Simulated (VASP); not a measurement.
A run of VASP 6.6.1 is set up as follows.

Contents of INCAR:

```
SYSTEM = CaF2
ALGO = Normal
EDIFF = 1E-6
ENCUT = 520
GGA = PS
ISIF = 2
ISMEAR = 0
LASPH = .True.
LCHARG = .True.
LELF = .True.
LREAL = .False.
LVHAR = .True.
LWAVE = .False.
NBANDS = 19
NELM = 100
PREC = Accurate
SIGMA = 0.02
```

File KPOINTS:

```
k-points
0
Gamma
  8 8 8
  0 0 0
```

POSCAR

```
CaF2
1.0
    0.0000000000      2.7103819535      2.7103819535
    2.7103819535      0.0000000000      2.7103819535
    2.7103819535      2.7103819535      0.0000000000
Ca F
1 2
Direct
    0.0000000000      0.0000000000      0.0000000000
    0.2500000000      0.2500000000      0.2500000000
    0.7500000000      0.7500000000      0.7500000000
```

Potentials or basis: VASP PAW PBE potentials, release 64 (Ca_sv, F).

Command:

```console
$ cat potpaw_PBE.64/Ca_sv/POTCAR potpaw_PBE.64/F/POTCAR > POTCAR
$ mpirun -np 1 vasp_std > vasp.out
```

What does it give for the pressure?

0.3 GPa.

What does it give for the band gap on the k mesh?

7.22 eV, indirect (least direct gap 7.49 eV).

Caveat: the PAW data sets were made with another functional, which shifts forces and pressure a little. A k mesh can miss the band edges.
